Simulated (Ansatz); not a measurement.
Runs of Ansatz 0.2.0 on MgO. It takes space group Fm-3m (No. 225, cubic). The conventional cell has a = 4.194 Å, b = 4.194 Å, c = 4.194 Å, α = 90.00°, β = 90.00°, γ = 90.00°. Around Mg (site symmetry m-3m) lie 6 O at 2.10 Å. O (site symmetry m-3m) is surrounded by 6 Mg at 2.10 Å. The cell is a database's computed one.

| task | level | potentials or basis | spin | cell | k mesh | cutoff (eV) | smearing | driver | eos | q mesh | points for each segment of the path | atoms under strain | other keys | mesh quality | gap on the mesh (eV) | pressure (GPa) |
| --- | --- | --- | --- | --- | --- | --- | --- | --- | --- | --- | --- | --- | --- | --- | --- | --- |
| atomic charges | r2SCAN0+D3(BJ) | SSSP efficiency PAW | off | as given | 7 × 7 × 7 | 680 | fixed | chain | - | - | - | - | - | not flagged | (b) | -7.6 |
| electron localisation function | LDA | Ansatz PAW | off | as given | 11 × 11 × 11 | 420 | methfessel-paxton 0.01 eV | chain | - | - | - | - | scf.occupations.method = methfessel_paxton; … | not flagged | 4.78 | -4.1 |
| ladder of functionals | PBEsol | SSSP efficiency PAW | off | as given | 11 × 11 × 11 | 680 | gaussian 0.15 eV | chain | - | - | - | - | - | not flagged | 4.75 | 2.1 |
| phonons | LDA+D3(BJ) | JTH PAW | off | as given | 10 × 10 × 10 | 1380 | fixed | chain | - | 2 × 2 × 2 | 8 | - | - | not flagged | 4.79 | - |
| ladder of functionals | PBEsol | SSSP efficiency PAW | off | as given | 11 × 11 × 11 | 680 | gaussian 0.15 eV | - | - | - | - | - | - | not flagged | 4.75 | 2.1 |
| projected density of states | r2SCAN50 | Ansatz PAW | off | as given | 6 × 6 × 6 | 500 | fixed | chain | - | - | - | - | - | coarse | (a) | -5.7 |
| elastic constants | PBEsol+D4 | PseudoDojo PBEsol stringent | off | as given | 9 × 9 × 9 | 1252 | fixed | chain | - | - | - | clamped | - | not flagged | 4.78 | 0.6 |
| Born charges and dielectric tensor | PBE0 | Ansatz PAW | off | volume scaled by 0.92 | 6 × 6 × 6 | 420 | fixed | chain | - | - | - | - | - | coarse | 8.32 | - |

Q: Estimate the missing entries.

A: (a) 10.22; (b) 7.96.

Caveats: some runs use coarse meshes; odd divisions of the mesh miss points on the zone boundary, where band edges often lie, so the gap on the mesh can be too wide (some runs); the PAW data sets were made with another functional, which shifts forces and pressure a little (some runs); the dispersion damping was fitted for another functional or another form of the correction (some runs); the thresholds are loose for stress (some runs); the potentials were made for another functional, which shifts forces and pressure (some runs).

The runs don't all hold the same shells in valence.
